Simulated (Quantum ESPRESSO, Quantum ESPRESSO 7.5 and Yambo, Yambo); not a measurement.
# A GW chain in Yambo: AlAs (F-43m)

Aim: the G0W0 gap of AlAs (F-43m) on PBE, step by step.

Method: PBE and many-body steps on it, plane waves, in Quantum ESPRESSO 7.5 and Yambo 5.3.0.

**The experiments to reproduce.**

- Gap 3.018 eV: lowest direct gap at Gamma; earlier measurement quoted from literature, technique not stated; 300 K; bulk crystal (pure AlAs, literature value used as model input) (quoted in “Simultaneous Measurement of Mid-Infrared Refractive Indices in Thin-Film Heterostructures: Methodology and Results for GaAs/AlGaAs”, 2023, arxiv:2301.08293).

## Step 1: The starting structure

Symmetry: F-43m, No. 216, cubic system. Conventional cell: a = 5.661 Å, b = 5.661 Å, c = 5.661 Å, α = 90.00°, β = 90.00°, γ = 90.00°. Al has 4 As at 2.45 Å nearest. Nearest to As lie 4 Al at 2.45 Å. Farther neighbours are not listed.

Structure file:

```cif
data_structure
_symmetry_space_group_name_H-M 'F-43m'
_symmetry_Int_Tables_number 216
_cell_length_a 5.6608
_cell_length_b 5.6608
_cell_length_c 5.6608
_cell_angle_alpha 90.000
_cell_angle_beta 90.000
_cell_angle_gamma 90.000
_cell_volume 181.40
loop_
_atom_site_label
_atom_site_type_symbol
_atom_site_symmetry_multiplicity
_atom_site_Wyckoff_symbol
_atom_site_fract_x
_atom_site_fract_y
_atom_site_fract_z
_atom_site_occupancy
Al1 Al 4 a 0.00000 0.00000 0.00000 1
As1 As 4 d 0.25000 0.25000 0.75000 1
```

The cell and positions come from the Crystallography Open Database and are kept as given unless a step says otherwise.

## Step 2: Ground state

This step: Quantum ESPRESSO 7.5; DFT, PBE, plane waves, norm-conserving pseudopotentials.

The ground-state density comes first.

pw.in

```
&control
  calculation = 'scf'
  prefix = 'x'
  outdir = 'o'
  pseudo_dir = 'pseudo'
/
&system
  ibrav = 0
  nat = 2
  ntyp = 2
  ecutwfc = 100.0
  nbnd = 18
  force_symmorphic = .true.
/
&electrons
  conv_thr = 1e-10
  electron_maxstep = 80
  mixing_beta = 0.5
/
ATOMIC_SPECIES
  Al 26.982 Al.upf
  As 74.922 As.upf
CELL_PARAMETERS angstrom
  0.0000000000 2.8304000000 2.8304000000
  2.8304000000 0.0000000000 2.8304000000
  2.8304000000 2.8304000000 -0.0000000000
ATOMIC_POSITIONS crystal
  Al 0.0000000000 0.0000000000 0.0000000000
  As 0.2500000000 0.2500000000 0.2500000000
K_POINTS automatic
  6 6 6 0 0 0
```

Run with:

```console
$ OMP_NUM_THREADS=1 mpirun -n 8 pw.x -nk 8 -in pw.in > pw.out
```

Log:

```text
Program PWSCF v.7.5 starts

     This program is part of the open-source Quantum ESPRESSO suite
     for quantum simulation of materials; please cite
         "P. Giannozzi et al., J. Phys.:Condens. Matter 21 395502 (2009);
         "P. Giannozzi et al., J. Phys.:Condens. Matter 29 465901 (2017);
         "P. Giannozzi et al., J. Chem. Phys. 152 154105 (2020);
     in publications or presentations arising from this work. More details at
     Message from routine setup:
     using ibrav=0 with symmetry is DISCOURAGED, use correct ibrav instead

     G-vector sticks info

     bravais-lattice index     =            0
     lattice parameter (alat)  =       7.5642  a.u.
     unit-cell volume          =     306.0343 (a.u.)^3
     number of atoms/cell      =            2
     number of atomic types    =            2
     number of electrons       =        26.00
     number of Kohn-Sham states=           18
     kinetic-energy cutoff     =     100.0000  Ry
     charge density cutoff     =     400.0000  Ry
     scf convergence threshold =      1.0E-10
     mixing beta               =       0.5000
     number of iterations used =            8  plain     mixing
     Exchange-correlation= PBE
                           (   1   4   3   4   0   0   0)

     celldm(1)=   7.564177  celldm(2)=   0.000000  celldm(3)=   0.000000
     celldm(4)=   0.000000  celldm(5)=   0.000000  celldm(6)=   0.000000

     crystal axes: (cart. coord. in units of alat)
               a(1) = (   0.000000   0.707107   0.707107 )
               a(2) = (   0.707107   0.000000   0.707107 )
               a(3) = (   0.707107   0.707107  -0.000000 )

     reciprocal axes: (cart. coord. in units 2 pi/alat)
               b(1) = ( -0.707107  0.707107  0.707107 )
               b(2) = (  0.707107 -0.707107  0.707107 )
               b(3) = (  0.707107  0.707107 -0.707107 )
     Pseudo is Norm-conserving + core correction, Zval =  3.0
     Generated using ONCVPSP code by D. R. Hamann
     Using radial grid of 1876 points,  6 beta functions with:
     Pseudo is Norm-conserving + core correction, Zval = 23.0
     Generated using ONCVPSP code by D. R. Hamann
     Using radial grid of 1358 points,  6 beta functions with:
     Al                3.00    26.98200     Al( 1.00)
     As               23.00    74.92200     As( 1.00)

     24 Sym. Ops. (no inversion) found

   Cartesian axes

     site n.     atom                  positions (alat units)
         1        Al     tau(   1) = (   0.0000000   0.0000000   0.0000000  )
         2        As     tau(   2) = (   0.3535534   0.3535534   0.3535534  )

     number of k points=    16
                       cart. coord. in units 2pi/alat
        k(    1) = (   0.0000000   0.0000000   0.0000000), wk =   0.0092593
        k(    2) = (   0.1178511   0.1178511  -0.1178511), wk =   0.0740741
        k(    3) = (   0.2357023   0.2357023  -0.2357023), wk =   0.0740741
        k(    4) = (  -0.3535534  -0.3535534   0.3535534), wk =   0.0370370
        k(    5) = (   0.2357023   0.0000000  -0.0000000), wk =   0.0555556
        k(    6) = (   0.3535534   0.1178511  -0.1178511), wk =   0.2222222
        k(    7) = (  -0.2357023  -0.4714045   0.4714045), wk =   0.2222222
        k(    8) = (  -0.1178511  -0.3535534   0.3535534), wk =   0.2222222
        k(    9) = (   0.0000000  -0.2357023   0.2357023), wk =   0.1111111
        k(   10) = (   0.4714045   0.0000000  -0.0000000), wk =   0.0555556
     [... 4 further rows ...]
        k(   15) = (  -0.1178511  -0.3535534   0.5892557), wk =   0.2222222
        k(   16) = (  -0.7071068   0.2357023   0.0000000), wk =   0.1111111

     Dense  grid:    41151 G-vectors     FFT dimensions: (  50,  50,  50)

     Initial potential from superposition of free atoms

     starting charge      25.9973, renormalised to      26.0000
     Starting wfcs are   17 randomized atomic wfcs +    1 random wfcs

     per-process dynamical memory:    32.9 Mb

     Self-consistent Calculation

     iteration #  1     ecut=   100.00 Ry     beta= 0.50

     Threshold (ethr) on eigenvalues was too large:
     Diagonalizing with lowered threshold

     total energy              =    -615.20921994 Ry
     estimated scf accuracy    <       0.06449741 Ry

     iteration #  2     ecut=   100.00 Ry     beta= 0.50

     total energy              =    -615.21501089 Ry
     estimated scf accuracy    <       0.00705640 Ry

     iteration #  3     ecut=   100.00 Ry     beta= 0.50

     total energy              =    -615.21522750 Ry
     estimated scf accuracy    <       0.00092205 Ry

     iteration #  4     ecut=   100.00 Ry     beta= 0.50

     total energy              =    -615.21526712 Ry
     estimated scf accuracy    <       0.00002697 Ry

     iteration #  5     ecut=   100.00 Ry     beta= 0.50

     total energy              =    -615.21527210 Ry
     estimated scf accuracy    <       0.00000422 Ry

     iteration #  6     ecut=   100.00 Ry     beta= 0.50

     total energy              =    -615.21527314 Ry
     estimated scf accuracy    <       0.00000011 Ry

     iteration #  7     ecut=   100.00 Ry     beta= 0.50

     total energy              =    -615.21527315 Ry
     estimated scf accuracy    <       0.00000004 Ry

     iteration #  8     ecut=   100.00 Ry     beta= 0.50

     total energy              =    -615.21527316 Ry
     estimated scf accuracy    <          4.2E-09 Ry

     iteration #  9     ecut=   100.00 Ry     beta= 0.50

     End of self-consistent calculation

          k = 0.0000 0.0000 0.0000 (  5065 PWs)   bands (ev):

  -176.9880-120.3708-120.3708-120.3708 -27.3877 -27.3877 -27.3877 -27.3771
   -27.3771  -4.8705   6.9991   6.9991   6.9991   9.0493  11.2909  11.2909
    11.2909  16.0431

          k = 0.1179 0.1179-0.1179 (  5125 PWs)   bands (ev):

  -176.9880-120.3708-120.3708-120.3708 -27.3876 -27.3874 -27.3874 -27.3771
   -27.3771  -4.6027   4.9035   6.7361   6.7361   9.8228  11.7273  11.7273
    12.1970  15.2544

          k = 0.2357 0.2357-0.2357 (  5159 PWs)   bands (ev):

  -176.9880-120.3708-120.3708-120.3708 -27.3874 -27.3870 -27.3870 -27.3770
   -27.3770  -3.9251   2.5094   6.3357   6.3357   9.3686  11.8658  11.8658
    14.5041  16.0682

          k =-0.3536-0.3536 0.3536 (  5168 PWs)   bands (ev):

     [... further k-points ...]

     highest occupied, lowest unoccupied level (ev):     6.9991    8.4373

!    total energy              =    -615.21527316 Ry
     estimated scf accuracy    <          9.9E-12 Ry

     The total energy is the sum of the following terms:
     one-electron contribution =    -601.97546833 Ry
     hartree contribution      =     285.19499635 Ry
     xc contribution           =     -57.50408901 Ry
     ewald contribution        =    -240.93071217 Ry

     convergence has been achieved in   9 iterations

     XML data file, charge density, pseudopotentials, collected wavefunctions

=------------------------------------------------------------------------------=
   JOB DONE.
=------------------------------------------------------------------------------=
```

It took 9.3 s on 8 MPI ranks of Arm Neoverse V1, shared host; peak memory 0.56 GiB.

This step gave:

```
total energy               : -8370.4302 eV
gap                        : 1.438 eV
k of the valence top       : 0, 0, 0
k of the conduction bottom : 0, -0.5, -0.5
least direct gap           : 2.050 eV
```

The gap is indirect, with the least direct gap 0.61 eV higher.

## Step 3: Bands along the symmetry lines

The cheap functional maps the bands first; the places of the edges decide which points the dearer methods must see.

pw.in

```
&control
  calculation = 'bands'
  prefix = 'x'
  outdir = 'o'
  pseudo_dir = 'pseudo'
/
&system
  ibrav = 0
  nat = 2
  ntyp = 2
  ecutwfc = 100.0
  nbnd = 19
  force_symmorphic = .true.
/
&electrons
  conv_thr = 1e-9
  electron_maxstep = 80
  diago_full_acc = .true.
  diago_thr_init = 5e-6
/
ATOMIC_SPECIES
  Al 26.982 Al.upf
  As 74.922 As.upf
CELL_PARAMETERS angstrom
  0.0000000000 2.8304000000 2.8304000000
  2.8304000000 0.0000000000 2.8304000000
  2.8304000000 2.8304000000 -0.0000000000
ATOMIC_POSITIONS crystal
  Al 0.0000000000 0.0000000000 0.0000000000
  As 0.2500000000 0.2500000000 0.2500000000
K_POINTS crystal
  50
  0.00000000 0.00000000 0.00000000 1
  -0.06250000 -0.06250000 0.00000000 1
  -0.12500000 -0.12500000 0.00000000 1
  -0.18750000 -0.18750000 0.00000000 1
  -0.25000000 -0.25000000 0.00000000 1
  -0.31250000 -0.31250000 0.00000000 1
  -0.37500000 -0.37500000 0.00000000 1
  -0.43750000 -0.43750000 0.00000000 1
  -0.50000000 -0.50000000 0.00000000 1
  -0.48437500 -0.48437500 0.03125000 1
  -0.46875000 -0.46875000 0.06250000 1
  -0.45312500 -0.45312500 0.09375000 1
  -0.43750000 -0.43750000 0.12500000 1
  -0.42187500 -0.42187500 0.15625000 1
  -0.40625000 -0.40625000 0.18750000 1
  -0.39062500 -0.39062500 0.21875000 1
  -0.37500000 -0.37500000 0.25000000 1
  -0.37500000 0.00000000 0.37500000 1
  -0.32812500 0.00000000 0.32812500 1
  -0.28125000 0.00000000 0.28125000 1
  -0.23437500 0.00000000 0.23437500 1
  -0.18750000 0.00000000 0.18750000 1
  -0.14062500 0.00000000 0.14062500 1
  -0.09375000 0.00000000 0.09375000 1
  -0.04687500 0.00000000 0.04687500 1
  0.00000000 0.00000000 0.00000000 1
  0.00000000 0.00000000 0.06250000 1
  0.00000000 0.00000000 0.12500000 1
  0.00000000 0.00000000 0.18750000 1
  0.00000000 0.00000000 0.25000000 1
  0.00000000 0.00000000 0.31250000 1
  0.00000000 0.00000000 0.37500000 1
  0.00000000 0.00000000 0.43750000 1
  -0.00000000 -0.00000000 0.50000000 1
  -0.06250000 -0.03125000 0.46875000 1
  -0.12500000 -0.06250000 0.43750000 1
  -0.18750000 -0.09375000 0.40625000 1
  -0.25000000 -0.12500000 0.37500000 1
  -0.31250000 -0.15625000 0.34375000 1
  -0.37500000 -0.18750000 0.31250000 1
  -0.43750000 -0.21875000 0.28125000 1
  -0.50000000 -0.25000000 0.25000000 1
  -0.50000000 -0.28125000 0.21875000 1
  -0.50000000 -0.31250000 0.18750000 1
  -0.50000000 -0.34375000 0.15625000 1
  -0.50000000 -0.37500000 0.12500000 1
  -0.50000000 -0.40625000 0.09375000 1
  -0.50000000 -0.43750000 0.06250000 1
  -0.50000000 -0.46875000 0.03125000 1
  -0.50000000 -0.50000000 0.00000000 1
```

Log:

```text
[banner, memory and clock lines left out]
Program PWSCF v.7.5 starts

     Atomic positions and unit cell read from directory:
     o/x.save/

     Message from routine setup:
     using ibrav=0 with symmetry is DISCOURAGED, use correct ibrav instead

     G-vector sticks info

     bravais-lattice index     =            0
     lattice parameter (alat)  =       7.5642  a.u.
     unit-cell volume          =     306.0343 (a.u.)^3
     number of atoms/cell      =            2
     number of atomic types    =            2
     number of electrons       =        26.00
     number of Kohn-Sham states=           19
     kinetic-energy cutoff     =     100.0000  Ry
     charge density cutoff     =     400.0000  Ry
     Exchange-correlation= PBE
                           (   1   4   3   4   0   0   0)

     celldm(1)=   7.564177  celldm(2)=   0.000000  celldm(3)=   0.000000
     celldm(4)=   0.000000  celldm(5)=   0.000000  celldm(6)=   0.000000

     crystal axes: (cart. coord. in units of alat)
               a(1) = (   0.000000   0.707107   0.707107 )
               a(2) = (   0.707107   0.000000   0.707107 )
               a(3) = (   0.707107   0.707107  -0.000000 )

     reciprocal axes: (cart. coord. in units 2 pi/alat)
               b(1) = ( -0.707107  0.707107  0.707107 )
               b(2) = (  0.707107 -0.707107  0.707107 )
               b(3) = (  0.707107  0.707107 -0.707107 )
     Pseudo is Norm-conserving + core correction, Zval =  3.0
     Generated using ONCVPSP code by D. R. Hamann
     Using radial grid of 1876 points,  6 beta functions with:
     Pseudo is Norm-conserving + core correction, Zval = 23.0
     Generated using ONCVPSP code by D. R. Hamann
     Using radial grid of 1358 points,  6 beta functions with:
     Al                3.00    26.98200     Al( 1.00)
     As               23.00    74.92200     As( 1.00)

     24 Sym. Ops. (no inversion) found

   Cartesian axes

     site n.     atom                  positions (alat units)
         1        Al     tau(   1) = (   0.0000000   0.0000000   0.0000000  )
         2        As     tau(   2) = (   0.3535534   0.3535534   0.3535534  )

     number of k points=    50
                       cart. coord. in units 2pi/alat
        k(    1) = (   0.0000000   0.0000000   0.0000000), wk =   0.0400000
        k(    2) = (   0.0000000   0.0000000  -0.0883883), wk =   0.0400000
        k(    3) = (   0.0000000   0.0000000  -0.1767767), wk =   0.0400000
[...]
[... 38 further rows ...]
        k(   49) = (   0.0441942  -0.0000000  -0.7071068), wk =   0.0400000
        k(   50) = (   0.0000000   0.0000000  -0.7071068), wk =   0.0400000

     Dense  grid:    41151 G-vectors     FFT dimensions: (  50,  50,  50)

     The potential is recalculated from file :
     o/x.save/charge-density

     Starting wfcs are   17 randomized atomic wfcs +    2 random wfcs

     Band Structure Calculation

     End of band structure calculation

          k = 0.0000 0.0000 0.0000 (  5065 PWs)   bands (ev):

  -176.9881-120.3709-120.3709-120.3709 -27.3877 -27.3877 -27.3877 -27.3771
   -27.3771  -4.8705   6.9991   6.9991   6.9991   9.0493  11.2909  11.2909
    11.2909  16.0428  16.0432

          k = 0.0000 0.0000-0.0884 (  5101 PWs)   bands (ev):

  -176.9881-120.3709-120.3709-120.3709 -27.3877 -27.3877 -27.3877 -27.3772
   -27.3771  -4.8189   6.5121   6.8545   6.8545   9.5625  11.1013  11.5139
    11.5139  15.4182  16.1124

          k = 0.0000 0.0000-0.1768 (  5109 PWs)   bands (ev):

  -176.9881-120.3709-120.3709-120.3709 -27.3878 -27.3874 -27.3874 -27.3772
   -27.3770  -4.6665   5.6198   6.5003   6.5003  10.4623  10.6504  12.1006
    12.1006  14.3969  16.3194

          k =-0.0000 0.0000-0.2652 (  5141 PWs)   bands (ev):

[...]
k = 0.0000 0.0000-0.3536 (  5105 PWs)   bands (ev):

[...]
k = 0.0000-0.0000-0.4419 (  5157 PWs)   bands (ev):

[...]
k =-0.0000 0.0000-0.5303 (  5173 PWs)   bands (ev):

[...]
k = 0.0000-0.0000-0.6187 (  5169 PWs)   bands (ev):

[...]
k = 0.5303-0.0000-0.5303 (  5174 PWs)   bands (ev):

[...]
k = 0.0000 0.0000 0.0000 (  5065 PWs)   bands (ev):

[...]
k = 0.1326 0.0000-0.7071 (  5176 PWs)   bands (ev):

[...]
k = 0.0884-0.0000-0.7071 (  5176 PWs)   bands (ev):

[...]
k = 0.0442-0.0000-0.7071 (  5158 PWs)   bands (ev):

  -176.9881-120.3709-120.3709-120.3709 -27.3885 -27.3858 -27.3858 -27.3777
   -27.3763  -2.9038   1.5835   4.7832   4.7937   8.5135   9.3785  17.1099
    17.2964  18.4226  19.5630

          k = 0.0000 0.0000-0.7071 (  5138 PWs)   bands (ev):

  -176.9881-120.3709-120.3709-120.3709 -27.3885 -27.3858 -27.3858 -27.3777
   -27.3762  -2.9050   1.5733   4.8259   4.8259   8.4373   9.2999  17.3240
    17.3240  18.7653  19.6600

     XML data file, pseudopotentials, collected wavefunctions
```

Wall time 5.8 s (8 MPI ranks); peak memory 0.5 GiB; 41 s of CPU time.

Numbers from this step:

| Quantity | Value |
| --- | --- |
| gap | 1.438 eV |
| k of the valence top | 0, 0, 0 |
| k of the conduction bottom | -0.5, -0.5, 0 |
| least direct gap | 2.050 eV |

The gap is 1.438 eV, as in the run before at this level.

Electronic bands along the path, in eV, zero at the top of the highest filled band:

| point | band 10 | band 11 | band 12 | band 13 | band 14 | band 15 | band 16 | band 17 |
| --- | --- | --- | --- | --- | --- | --- | --- | --- |
| Γ | -11.87 | 0.00 | 0.00 | 0.00 | 2.05 | 4.29 | 4.29 | 4.29 |
| halfway | -11.09 | -3.21 | -1.34 | -1.34 | 2.59 | 3.78 | 6.84 | 6.84 |
| X | -9.90 | -5.43 | -2.17 | -2.17 | 1.44 | 2.30 | 10.32 | 10.32 |
| halfway | -9.90 | -5.35 | -2.71 | -2.08 | 1.80 | 3.03 | 9.53 | 9.58 |
| U | -9.93 | -5.17 | -3.41 | -1.80 | 2.24 | 4.98 | 8.18 | 8.33 |
| jump to K | -9.93 | -5.17 | -3.41 | -1.80 | 2.24 | 4.98 | 8.18 | 8.33 |
| halfway | -11.03 | -3.68 | -2.00 | -0.46 | 3.71 | 4.97 | 5.18 | 5.93 |
| Γ | -11.87 | 0.00 | 0.00 | 0.00 | 2.05 | 4.29 | 4.29 | 4.29 |
| halfway | -11.29 | -3.38 | -0.48 | -0.48 | 2.62 | 4.92 | 4.92 | 6.46 |
| L | -10.45 | -5.57 | -0.82 | -0.82 | 2.14 | 4.69 | 4.69 | 7.76 |
| halfway | -10.19 | -5.26 | -2.69 | -1.54 | 3.67 | 4.25 | 6.68 | 7.66 |
| W | -9.87 | -5.08 | -3.18 | -2.82 | 4.33 | 5.65 | 5.71 | 6.07 |
| halfway | -9.89 | -5.28 | -2.69 | -2.54 | 2.50 | 3.41 | 8.13 | 8.86 |
| X | -9.90 | -5.43 | -2.17 | -2.17 | 1.44 | 2.30 | 10.32 | 10.32 |

The electronic bands as a text plot (rows in eV, shown from -8.0 to 6.9 only):

```
    6.6 |    +++           +++              +         ++++ ++
    6.0 |    +              +++++++                  +   +++
    5.3 |  ++                 +++  ++      +        +    + +
    4.7 | +              ++     ++++++   +++++++++++   ++   +
    4.1 |++  +                     ++++++           ++++++++
    3.5 |  ++ ++++      +     +++++++                ++     ++
    2.9 | +  +++  +    +   +++       +   ++++       +         ++
    2.2 |+      ++ ++++  ++           +++    +++++++         ++ +
    1.6 |         +++++++                                      ++
    1.0 |
    0.4 |
   -0.2 |****                   *************
   -0.9 |    *              ****   ***       ********
   -1.5 |  ** ****         *     ****    **         ***
   -2.1 |    *    *********     *                    * **     ***
   -2.7 |              **     ** **        *          *  ******
   -3.3 |     **         *****              *          *****
   -4.0 |       **              *            **
   -4.6 |         *         ****
   -5.2 |          *********                   **   *************
   -5.8 |                                        ***
   -6.4 |
   -7.1 |
   -7.7 |
         Γ           X  U|K            Γ         L        W     X
```

[end of part 1 of 3]

[Paths, hosts, dates, memory and timing lines, banners, echoed tables and standing remarks are left out of the program output.]

[Logs are printed without paths, hosts, clocks, repeated set-up lines and the standing remarks that a program may print on its own settings, such as how far it seeks lower states.]

[Runs of the session that timed out or met a known fault of the program may be left out.]

[Hosts, paths, dates, database ids (printed as entryN), source tags and the programs' standing remarks are cut or masked in the printed files.]
